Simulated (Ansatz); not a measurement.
Squeezing HgTe (wurtzite type)

```xyz
4
Lattice="4.6965 0.0000 0.0000 -2.3482 4.0673 0.0000 0.0000 0.0000 7.7071" Properties=species:S:1:pos:R:3 pbc="T T T"
Hg    0.0000    2.7115    0.0050
Hg    2.3482    1.3558    3.8585
Te    0.0000    2.7115    2.8929
Te    2.3482    1.3558    6.7464
```

The cell comes from a relaxation on PAW files under the same functional, begun from a prototype that needn't be the stable phase.

Its volume is scaled, and at each volume shape and atoms are relaxed on PAW files; all methods then take that cell.

Computed with Ansatz 0.2.0; functional PBE, scalar-relativistic. Settings: a Γ-centred 8×8×5 k mesh, Fermi–Dirac smearing of 0.05 eV, no spin polarisation. Methods: LAPW: all electrons, basis error target 1 meV/atom; PAW: frozen-core files, cutoff 420 eV.

Energies are extrapolated to zero smearing and count from the unscaled cell; pressure is positive in compression; gaps take the mesh and a band path. No temperature or zero-point motion is included.

Spin–orbit coupling is left out, which matters for the heavy atoms.

```json
{"V/V0": "1.00", "V (Å³/atom)": "36.80", "P LAPW (GPa)": "0.03", "ΔE LAPW (eV/atom)": "0.000", "P PAW − LAPW (GPa)": "0.00", "ΔE PAW − LAPW (meV/atom)": "0.0", "space group": "P6_3mc", "shortest distance (Å)": "?"}
{"V/V0": "0.94", "V (Å³/atom)": "34.60", "P LAPW (GPa)": "?", "ΔE LAPW (eV/atom)": "0.016", "P PAW − LAPW (GPa)": "0.00", "ΔE PAW − LAPW (meV/atom)": "0.0", "space group": "P6_3mc", "shortest distance (Å)": "2.820"}
{"V/V0": "0.88", "V (Å³/atom)": "32.39", "P LAPW (GPa)": "6.06", "ΔE LAPW (eV/atom)": "0.074", "P PAW − LAPW (GPa)": "-0.01", "ΔE PAW − LAPW (meV/atom)": "0.0", "space group": "P6_3mc", "shortest distance (Å)": "2.760"}
{"V/V0": "0.80", "V (Å³/atom)": "29.44", "P LAPW (GPa)": "13.42", "ΔE LAPW (eV/atom)": "0.247", "P PAW − LAPW (GPa)": "-0.02", "ΔE PAW − LAPW (meV/atom)": "-0.1", "space group": "P6_3mc", "shortest distance (Å)": "2.668"}
{"V/V0": "0.72", "V (Å³/atom)": "26.50", "P LAPW (GPa)": "24.3", "ΔE LAPW (eV/atom)": "0.590", "P PAW − LAPW (GPa)": "-0.03", "ΔE PAW − LAPW (meV/atom)": "-0.3", "space group": "P6_3mc", "shortest distance (Å)": "2.551"}
```

Problem. What belongs in the row "1.00", column "shortest distance (Å)"?

Solution. 2.878.

Problem. Give the missing entry: row "0.94", column "P LAPW (GPa)".

Solution. 2.50.

Problem. Fit the Vinet equation to the LAPW pressures over the whole range, with residuals weighted by 1/(|P| + 0.03·Pmax).

Solution. V0 = 36.84 Å³/atom, B0 = 34.6 GPa and B0′ = 4.86, and the fit misses no point by more than 0.28 GPa. A fit over so wide a range pins B0 less well than one near rest.

Problem. How do the Löwdin populations by LAPW change from the unscaled cell to the last row?

Solution. Hg 6s 1.10 → 0.99, Hg 5d 9.96 → 9.93, Te 5s 1.94 → 1.88, Te 5p 4.79 → 4.92 electrons an atom. These are projections on the shells that the free atoms fill; 0.43 e a cell lies outside them at the start and 0.61 e at the end.
